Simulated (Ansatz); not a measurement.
Consider the formal exchange of groups at a C–C bond: `CC(=O)N(C)C` + `CC` → `CCC(=O)N(C)C` + CH₄.

Calculated with Ansatz (gas phase, PBE0-D4/def2-TZVP geometries, no zero-point term in ΔE). CCSD(T)/CBS adds triple-zeta CCSD(T) − MP2 to the extrapolated MP2 energy (def2 sets, frozen cores). This one scheme is used for every species. Each species was taken in one conformer, which may not be the lowest.

```
             level  ΔE (kJ/mol)
     HF/def2-TZVPP          3.2
SCS-MP2/def2-QZVPP         -5.1
```

What does CCSD(T)/CBS give? (An estimate is asked.)

The calculation gave: -6.1 kJ/mol. The listed levels differ from it by 9.3, 1.0 kJ/mol.

Largest T1 diagnostic among the species: 0.013.

In def2-TZVPP, CCSD(T) changes the Hartree–Fock value by −9.5 kJ/mol (the triples alone add −1.8 kJ/mol) and MP2 by −10.8 kJ/mol. Leaving LDA and LC-ωPBE aside and taking each functional with its dispersion term where it has one, the values, not all of them listed here, spread over 3.7 kJ/mol, from revPBE-D4 to B2PLYP. LDA lies −4.7 kJ/mol from PBE without D4.

CCSD(T)/CBS has its own doubt, a few kJ/mol and more with outer-core shells, so smaller differences from it don't rank the levels.
